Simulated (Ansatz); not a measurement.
# How much does Rh in Al(111), 2x2 scatter?

Wanted: the reflection from a plane of defects, Rh in Al(111), 2x2, and the resistivity it implies.

Calculated with Ansatz 0.2.0; Ansatz plane-wave DFT, PBE, PAW files; ballistic transport by layer matching (Landauer), zero bias; PAW set soft_1.

## 1. The structure

The cell holds 44 atoms: 43 Al and 1 Rh. Its edges and angles: a = 5.725 Å, b = 5.725 Å, c = 25.761 Å, α = 86.8°, β = 93.2°, γ = 120.0°. It derives from Al. Regions: lead, 24 atoms (24 Al); scattering region, 20 atoms (19 Al and 1 Rh). The structure is stacked along c, and the current runs across the ab planes.

## 2. Transmission at ideal sites

The defect sits in one plane of the supercell, all atoms on ideal sites; the layers about the cell's end are the lead. The mesh across the current, 12×12, is finer than the density's, because channels open and close sharply across the zone. Energies from -0.1 to 0.1 eV in steps of 0.05 eV are too few for the program's thermal sum, so it prints no conductance; for a metal the transmission near the Fermi level serves, at a fraction of the cost.

Input file input.yaml:

```yaml
crystal:
  lattice:
    - [5.7246940741, 0.0, 0.0]
    - [-2.862347037, 4.957730497, 0.0]
    - [-1.4311735185, 0.8262884162, 25.7080622609]
  atoms:
    - { symbol: Al, position: [0.0075757576, 0.9924242424, 0.0454545455] }
    - { symbol: Al, position: [0.0075757576, 0.4924242424, 0.0454545455] }
    - { symbol: Al, position: [0.5075757576, 0.9924242424, 0.0454545455] }
    - { symbol: Al, position: [0.5075757576, 0.4924242424, 0.0454545455] }
    - { symbol: Al, position: [0.1893939394, 0.3106060606, 0.1363636364] }
    - { symbol: Al, position: [0.1893939394, 0.8106060606, 0.1363636364] }
    - { symbol: Al, position: [0.6893939394, 0.3106060606, 0.1363636364] }
    - { symbol: Al, position: [0.6893939394, 0.8106060606, 0.1363636364] }
    - { symbol: Al, position: [0.3712121212, 0.1287878788, 0.2272727273] }
    - { symbol: Al, position: [0.3712121212, 0.6287878788, 0.2272727273] }
    - { symbol: Al, position: [0.8712121212, 0.1287878788, 0.2272727273] }
    - { symbol: Al, position: [0.8712121212, 0.6287878788, 0.2272727273] }
    - { symbol: Al, position: [0.053030303, 0.946969697, 0.3181818182] }
    - { symbol: Al, position: [0.053030303, 0.446969697, 0.3181818182] }
    - { symbol: Al, position: [0.553030303, 0.946969697, 0.3181818182] }
    - { symbol: Al, position: [0.553030303, 0.446969697, 0.3181818182] }
    - { symbol: Al, position: [0.2348484848, 0.2651515152, 0.4090909091] }
    - { symbol: Al, position: [0.2348484848, 0.7651515152, 0.4090909091] }
    - { symbol: Al, position: [0.7348484848, 0.2651515152, 0.4090909091] }
    - { symbol: Al, position: [0.7348484848, 0.7651515152, 0.4090909091] }
    - { symbol: Rh, position: [0.4166666667, 0.0833333333, 0.5] }
    - { symbol: Al, position: [0.4166666667, 0.5833333333, 0.5] }
    - { symbol: Al, position: [0.9166666667, 0.0833333333, 0.5] }
    - { symbol: Al, position: [0.9166666667, 0.5833333333, 0.5] }
    - { symbol: Al, position: [0.0984848485, 0.9015151515, 0.5909090909] }
    - { symbol: Al, position: [0.0984848485, 0.4015151515, 0.5909090909] }
    - { symbol: Al, position: [0.5984848485, 0.9015151515, 0.5909090909] }
    - { symbol: Al, position: [0.5984848485, 0.4015151515, 0.5909090909] }
    - { symbol: Al, position: [0.2803030303, 0.2196969697, 0.6818181818] }
    - { symbol: Al, position: [0.2803030303, 0.7196969697, 0.6818181818] }
    - { symbol: Al, position: [0.7803030303, 0.2196969697, 0.6818181818] }
    - { symbol: Al, position: [0.7803030303, 0.7196969697, 0.6818181818] }
    - { symbol: Al, position: [0.4621212121, 0.0378787879, 0.7727272727] }
    - { symbol: Al, position: [0.4621212121, 0.5378787879, 0.7727272727] }
    - { symbol: Al, position: [0.9621212121, 0.0378787879, 0.7727272727] }
    - { symbol: Al, position: [0.9621212121, 0.5378787879, 0.7727272727] }
    - { symbol: Al, position: [0.1439393939, 0.8560606061, 0.8636363636] }
    - { symbol: Al, position: [0.1439393939, 0.3560606061, 0.8636363636] }
    - { symbol: Al, position: [0.6439393939, 0.8560606061, 0.8636363636] }
    - { symbol: Al, position: [0.6439393939, 0.3560606061, 0.8636363636] }
    - { symbol: Al, position: [0.3257575758, 0.1742424242, 0.9545454545] }
    - { symbol: Al, position: [0.3257575758, 0.6742424242, 0.9545454545] }
    - { symbol: Al, position: [0.8257575758, 0.1742424242, 0.9545454545] }
    - { symbol: Al, position: [0.8257575758, 0.6742424242, 0.9545454545] }
kpoints:
  mp_grid: { grid: [5, 5, 1] }
hamiltonian:
  xc: pbe
  pseudopotentials: { kind: paw, azcp: { folder: soft_1 } }
scf:
  occupations: { method: fermi_dirac, width: 0.1 }
output:
  transmission: { leads: [[0, 4]], kmesh: [12, 12], e_range: [-0.1, 0.1], de: 0.05 }
  write_potential: true
  write_density: true
  volumetric_format: npy
  elf: true
```

Started as:

```bash
$ ansatz run input.yaml --threads 4 --pin off --max-ram 15360MiB --backend cpu --events-out ev --progress --plain --runs-dir out
```

Numbers of over 12 decimals in the logs are rounded to 6 here.

The log of the run:

```text
Engine: ansatz 0.2.0, aarch64-unknown-linux-gnu
Pseudopotentials: kind: paw
Pseudopotential: Al, paw, valence charge 3, recommended cutoff 420 eV (normal), soft_1/Al.paw.azcp
Pseudopotential: Rh, paw, valence charge 17, recommended cutoff 420 eV (normal), soft_1/Rh.paw.azcp
Functional definition: PBE
  parameter kappa = 0.804
  parameter beta = 0.066725
  exchange = pbe_x(kappa = kappa, mu = beta*pi^2/3)
  correlation = pbe_c(beta = beta)
Crystal: 44 atoms, lattice volume = 729.633 Å³
Basis set: ecut = 420 eV, 14337 PW (Γ)
Bands: 117, of which v1, the nominal top of the filled ones, is band 73 counted from 1 (72 counted from 0)
Symmetry: 4 space group operations
Space group: C2/m (ITA 12), of the structure as read, at distance tolerance 9.0e-5 Å
k-points: 9 of 25
Non-local potential: Al, projectors of the file, l = 0: 2, l = 1: 2, l = 2: 1
Non-local potential: Rh, projectors of the file, l = 0: 3, l = 1: 2, l = 2: 2, l = 3: 1
PAW form: soft (Blöchl's): semilocal exchange-correlation on the pseudo side does not see the compensation charge
PAW one-centre angular grid: Al, 110 points (default); XC on 64 Gauss nodes
PAW one-centre angular grid: Rh, 590 points (default); XC on 64 Gauss nodes
Initial density: superposition of atomic densities (chi_scale 0.1, normalization cell, long waves of neutral atoms (reshape's long-wave potential 2.81 eV rms, cloud 2.63 Å wide))
Initial wavefunctions: pseudopotential atomic-orbital guess
Functional: x = pbe(κ = 0.804, μ = 0.219515), c = pbe(β = 0.066725)
SCF iter   1: F=—  HF=-29536.169920 eV  |F-HF|=—  |Δ(HF+E_count)|=         —  Δρ=1.21e-1  dr2=4.72e2  ethr=3.10e-3  ⟨swp⟩=6.8  Hψ=4881  notcnv=0  defer=15
preconditioner: auto → Kerker (q_TF=auto, 2.087 Å⁻¹)  [metal: Δε(μ)=0.017 eV  Ē_g=6.659 eV  σ=0.100 eV  W_gap=0.04  n_scr=96 (ndim 8)  ℏωp=16.1 eV  f_vac=0.000  D(μ)=22.60/eV (n_scr^D=164)]
SCF iter   2: F=—  HF=-29518.108222 eV  |F-HF|=—  |Δ(HF+E_count)|=    1.81e1  Δρ=1.65e-2  dr2=2.71e0  ethr=3.10e-3  ⟨swp⟩=4.0  Hψ=2963  notcnv=0  defer=77
SCF iter   3: F=—  HF=-29517.670944 eV  |F-HF|=—  |Δ(HF+E_count)|=   4.37e-1  Δρ=1.02e-2  dr2=9.91e-1  ethr=1.86e-3  ⟨swp⟩=1.0  Hψ=1158  notcnv=0  defer=80
SCF iter   4: F=—  HF=-29517.328424 eV  |F-HF|=—  |Δ(HF+E_count)|=   3.43e-1  Δρ=8.88e-4  dr2=1.26e-2  ethr=6.79e-4  ⟨swp⟩=2.3  Hψ=1376  notcnv=0  defer=80
SCF iter   5: F=—  HF=-29517.328015 eV  |F-HF|=—  |Δ(HF+E_count)|=   4.09e-4  Δρ=1.58e-4  dr2=7.20e-4  ethr=8.65e-6  ⟨swp⟩=1.9  Hψ=1338  notcnv=0  defer=80
SCF iter   6: F=—  HF=-29517.327898 eV  |F-HF|=—  |Δ(HF+E_count)|=   1.17e-4  Δρ=8.05e-5  dr2=1.37e-4  ethr=4.93e-7  ⟨swp⟩=2.0  Hψ=1570  notcnv=0  defer=80
SCF iter   7: F=—  HF=-29517.327902 eV  |F-HF|=—  |Δ(HF+E_count)|=   3.74e-6  Δρ=1.19e-5  dr2=1.41e-5  ethr=9.41e-8  ⟨swp⟩=1.0  Hψ=973  notcnv=0  defer=80
SCF iter   8: F=—  HF=-29517.327921 eV  |F-HF|=—  |Δ(HF+E_count)|=   1.89e-5  Δρ=5.16e-6  dr2=2.71e-6  ethr=9.64e-9  ⟨swp⟩=1.0  Hψ=1053  notcnv=0  defer=80
SCF iter   9: F=-29517.327921 eV  HF=-29517.327921 eV  |F-HF|=8.93e-8  |Δ(HF+E_count)|=   1.02e-7  Δρ=1.06e-6  dr2=9.28e-8  ethr=6.85e-11  ⟨swp⟩=13.0  Hψ=4286  notcnv=0
SCF 1 converged in 9 iterations: F = -29517.327921 eV  dr2 = 9.28e-8
  greatest PAW one-centre occupation: 1.000 electrons in one spin orbital (limit 2), on the Rh atom at site 20 (counted from 0), in its partial waves of l = 0
transmission: 143 of 1419 steps passed
transmission: 287 of 1419 steps passed
[...]
transmission: 1419 of 1419 steps passed
SCF converged after 9 iterations
Free energy (F): -29517.327921 eV
Harris-Foulkes:  -29517.327921 eV  (|F-HF|=8.93e-8)
Internal energy: -29516.656164 eV  (E = F + TS)
E sigma→0 (E₀):  -29516.992042 eV
Entropy (-TS):   -0.671757 eV (-15.267 meV/atom)
Fermi energy:    8.186926 eV
--- Per-component energies (eV) ---
  E_band       = 158.623750
  E_kinetic    = 1498.034902
  E_local      = -4917.838044  (includes V_loc(G=0)·N_el)
  E_nonlocal   = 726.921513
  E_hartree    = 2396.386060
  E_xc         = -1818.658124
  E_vxc        = -1502.739582  (∫ρ·V_xc dr)
  E_paw        = -23787.160205  (= ΣΔE_a)
  E_vpaw       = -438.501554  (= ΣTr[D̂ρ^β])
  E_aug_tail   = -0.000184  (compensation charges beyond the density's cutoff)
  E_ewald      = -3614.342081
  E_smearing   = -0.671757  (= −TS)
  E_closure    = -0.000000  (closes the sum)
  Σ components = -29517.327921   (vs F -29517.327921, Δ=0.00e0)
--- Band table (eV; the first three rows and the last of 9) ---
  k-point 0: bands = [... 69 lower, 6.9466, 6.9573, 6.9590, 7.0541, 7.3717, 7.6297, 7.6573, 7.6693, ... 40 higher]
  k-point 1: bands = [... 69 lower, 7.2114, 7.2411, 7.4072, 7.5150, 7.7709, 7.8468, 7.8814, 8.0624, ... 40 higher]
  k-point 2: bands = [... 69 lower, 8.1887, 8.2604, 8.2888, 8.3429, 8.4336, 8.4671, 8.5393, 8.5698, ... 40 higher]
  k-point 8: bands = [... 69 lower, 8.1392, 8.2564, 8.2686, 8.3335, 8.3347, 8.3759, 8.4993, 8.5975, ... 40 higher]
--- Transmission ---
  basis      : 253 plane waves across, 33 finite elements along
  points     : 43, standing for a mesh of 12 x 12
  energies   : 5 from -0.100000 to 0.100000 eV about the Fermi level, 0.050000 eV apart; the leads are filled to 0.000000 eV, and channels, transmission and decay are at 0.000000 eV
  crystal 0  : Al4, at the sites [0, 4], period 2.3371 Å, over 23.37 Å; its Hamiltonian steps by up to 14.8 meV
    offset         : up to 0.0000 Å between an atom of the period and one for which it stands
    channels       : 5.590278e0 a spin
    conductance    : none, the energies end too early or step too widely for 300 K: set another output.transmission.e_range or a lower de, or, where they end at an eighth of basis.ecutwfc, a higher one
  junction   : crystal 0 to crystal 0, 0.70 to 24.07 Å
    transmission   : 3.414840e0 a spin
    conductance    : none, the energies end too early or step too widely for 300 K: set another output.transmission.e_range or a lower de, or, where they end at an eighth of basis.ecutwfc, a higher one
```

The job ended after 9.6 min (4 threads of Arm Neoverse N1, shared host; peak memory 2.3 GiB).

Reading the cycles: dr2 is the Hartree energy of the density residual (eV), the measure of convergence; HF is the Harris–Foulkes estimate of the energy, which meets the free energy F at convergence.

This step gave:

```
free energy                                    : -29517.3279 eV
energy at zero smearing                        : -29516.9920 eV
Fermi energy                                   : 8.187 eV
cell area                                      : 28.38 Å²
transmission per spin nearest the Fermi level  : 3.415
open channels per spin nearest the Fermi level : 5.590
step of the lead's potential                   : 14.8 meV
```

Per spin. The transmission, zone mean by energy, zero at the Fermi level:

| energy (eV) | transmission, zone mean |
| --- | --- |
| -0.1000 | 3.31 |
| -0.0500 | 3.31 |
| 0.0000 | 3.41 |
| 0.0500 | 3.50 |
| 0.1000 | 3.59 |

Per spin. Open channels, zone mean, lead against energy, zero at the Fermi level:

| energy (eV) | open channels, zone mean, lead |
| --- | --- |
| -0.1000 | 5.59 |
| -0.0500 | 5.59 |
| 0.0000 | 5.59 |
| 0.0500 | 5.51 |
| 0.1000 | 5.67 |

Transmission over k1 and k2. At 0.0000 eV from the Fermi level.

Ten even steps from '_' (2.13) to '@' (4.33):
```
--@@++####++@@--........
--++++%%%%%%++++--..::..
==##%%::@@@@::%%##==....
--##%%@@%%##%%@@%%##--..
--++%%@@##%%%%##@@%%++--
__@@++::%%%%%%%%%%::++@@
----++%%@@##%%%%##@@%%++
--..--##%%@@%%##%%@@%%##
==....==##%%::@@@@::%%##
--..::..--++++%%%%%%++++
--........--@@++####++@@
__----==----__----==----
```
Columns: k1 (b1) from -0.5 to 0.417; rows upwards: k2 (b2) from -0.5 to 0.417.

Open channels over k1 and k2. At 0.0000 eV from the Fermi level.

Values, 12 rows by 12 columns:
```
5.00 6.00 6.00 7.00 7.00 6.00 6.00 5.00 3.00 4.00 4.00 3.00
5.00 6.00 4.00 7.00 7.00 7.00 4.00 6.00 5.00 4.00 3.00 4.00
4.00 7.00 7.00 5.00 7.00 7.00 5.00 7.00 7.00 4.00 4.00 4.00
5.00 7.00 7.00 7.00 7.00 5.00 7.00 7.00 7.00 7.00 5.00 3.00
5.00 6.00 7.00 7.00 5.00 7.00 7.00 5.00 7.00 7.00 6.00 5.00
4.00 6.00 4.00 5.00 7.00 7.00 7.00 7.00 7.00 5.00 4.00 6.00
5.00 5.00 6.00 7.00 7.00 5.00 7.00 7.00 5.00 7.00 7.00 6.00
5.00 3.00 5.00 7.00 7.00 7.00 7.00 5.00 7.00 7.00 7.00 7.00
4.00 4.00 4.00 4.00 7.00 7.00 5.00 7.00 7.00 5.00 7.00 7.00
5.00 4.00 3.00 4.00 5.00 6.00 4.00 7.00 7.00 7.00 4.00 6.00
5.00 3.00 4.00 4.00 3.00 5.00 6.00 6.00 7.00 7.00 6.00 6.00
4.00 5.00 5.00 4.00 5.00 5.00 4.00 5.00 5.00 4.00 5.00 5.00
```
Columns: k1 (b1) from -0.5 to 0.417; rows upwards: k2 (b2) from -0.5 to 0.417.

ELF in the ca plane at fractional y = 0.083, with atoms of Rh and Al within 0.2 Å of it. It is the smooth field of the valence electrons, not physical close to the nuclei.

Values, 8 rows by 16 columns, each cell a mean:
```
0.57 0.47 0.21 0.58 0.60 0.33 0.41 0.62 0.46 0.13 0.56 0.62 0.34 0.39 0.60 0.52
0.58 0.47 0.16 0.58 0.60 0.39 0.47 0.60 0.51 0.35 0.52 0.59 0.53 0.50 0.52 0.57
0.53 0.46 0.57 0.56 0.44 0.56 0.61 0.49 0.39 0.39 0.40 0.52 0.62 0.53 0.47 0.56
0.51 0.43 0.59 0.56 0.48 0.52 0.56 0.54 0.32 0.46 0.32 0.56 0.42 0.45 0.62 0.53
0.57 0.47 0.21 0.58 0.60 0.34 0.38 0.49 0.39 0.70 0.34 0.52 0.32 0.39 0.61 0.52
0.59 0.47 0.16 0.58 0.61 0.40 0.45 0.53 0.32 0.48 0.33 0.57 0.53 0.51 0.53 0.57
0.54 0.46 0.57 0.56 0.44 0.56 0.61 0.50 0.37 0.38 0.40 0.52 0.62 0.52 0.47 0.56
0.51 0.43 0.59 0.56 0.48 0.51 0.57 0.57 0.50 0.38 0.54 0.61 0.43 0.45 0.61 0.53
```
Columns run along c (16.0 Å, from fractional 0.14 to 0.77 of the cell), rows up along a (5.7 Å). Atoms in or near the plane, at fractional coordinates: Rh at (0.50, 0.42), Al at (0.50, 0.92).

Electrostatic potential energy in the ca plane at fractional y = 0.083, with atoms of Rh and Al within 0.2 Å of it. With pseudopotentials it is smooth inside the atoms' cores, unlike the true potential.

Ten even steps from '0' (-9.7 eV) to '9' (10.0 eV), each cell a mean:
```
88984111378877899999997239814899999999999840
89961495169999999999997239814899899998778862
89961484169988999988898412127887789985335886
89973011478655789876688754478875468862003798
88997545787301378743479988899863257861003788
78999888986100278743479986689975468874236875
78999767887311478865789720027987789997778861
88986312588655799988898200004899899999999841
89972252268888999999998000002899999999889851
89961595169999999998998200005998889987557874
89972252278877899977789610038986578873114788
88985212687522588754589976789864357861003799
78998777886200278743479998899864358862014787
78999888986200378754579864468876678986457872
78998545787423689877788512116898899998889850
```
Columns run along c (16.0 Å, from fractional 0.14 to 0.77 of the cell; values clipped at the 3rd and 97th percentile), rows up along a (5.7 Å). Atoms in or near the plane, at fractional coordinates: Rh at (0.50, 0.42), Al at (0.50, 0.92).

Valence density in the ca plane at fractional y = 0.083, with atoms of Rh and Al within 0.2 Å of it. It is the smooth field of the valence electrons, not physical close to the nuclei.

Ten steps, logarithmic in the rise over the least value, from '0' (0 e/Å³) to '9' (12 e/Å³), each cell a mean:
```
11111111111111100111111100011111110001111111
11111000111111100011111100011111110011111111
11111000111111100111111110111111111111111111
11111111111111111111111111111111111111111111
11111111111111111111111111111111111111111111
11111111111111111111111123321111111111111111
11111111111111111111111256642111111111111111
11111111111111111111112479973211110001111111
11111000111111100011112589974211110001111111
11111000111111100011112579863111111111111111
11111000111111111111111356642111111111111111
11111111111111111111111123221111111111111111
11111111111111111111111111111111111111111111
11111111111111111111111111111111111111111111
11111111111111111111111110011111111001111111
```
Columns run along c (16.0 Å, from fractional 0.14 to 0.77 of the cell), rows up along a (5.7 Å). Atoms in or near the plane, at fractional coordinates: Rh at (0.50, 0.42), Al at (0.50, 0.92).

Over the solved energies the transmission per spin lies between 3.31 and 3.59, out of 5.59 channels of the lead on average (up to 5.67).

## 3. Resistance at ideal sites

This step: Ansatz plane-wave DFT, PBE, PAW files; ballistic transport by layer matching (Landauer), zero bias; area resistance of the defect plane and resistivity an atomic per cent; PAW set soft_1 (Ansatz 0.2.0).

This step gave:

```yaml
area_resistance: 0.4159 fΩ m²
t_over_the_leads_mean_channel_count: 0.6129
resistivity_per_at_scaled_from_this_dense_plane_with_the_factor_3_over_4_for_isotropic_scattering: 5.339 µΩ cm
```

Averaged over the energies near the Fermi level, 61.3 % of the channels pass, which makes 0.416 fΩ m².

By hand, with T and the leads' channels N averaged over the energies near the Fermi level: RA = A (h/2e²)(1/T − 1/N) = 28.38×10⁻²⁰ m² × 12 906 Ω × (1/3.409 − 1/5.562) = 0.416 fΩ m². Per atomic per cent: RA × A / V_atom × 0.01 × 3/4 = 5.34 µΩ cm, with the host's V_atom = 16.58 Å³.

## 4. What came out

| Item | Value |
| --- | --- |
| share of channels that pass, rigid | 0.613 |
| area resistance, rigid | 0.416 fΩ m² |
| resistivity per at.% from the area resistance, times 3/4, rigid | 5.34 µΩ cm |

**Reading.** The plane of defects adds 0.42 fΩ m². Scaled to one atomic per cent that is 7.1 µΩ cm as it stands and 5.3 with the factor 3/4 for isotropic scattering on a spherical Fermi surface; with the reflection in place of the resistance taken as linear in the density it would be 3.3. These are rough estimates of the dilute value, not bounds. One Rh in each 2x2 cell reflects 39 % of the lead's channels. The defects form a dense periodic sheet that scatters coherently, unlike a dilute random alloy. T and N are means over the solved energies nearest the Fermi level.

[Logs are printed without paths, hosts, clocks, repeated set-up lines and the standing remarks that a program may print on its own settings, such as how far it seeks lower states.]

[Hosts, paths, dates, database ids (printed as entryN), source tags and the programs' standing remarks are cut or masked in the printed files.]
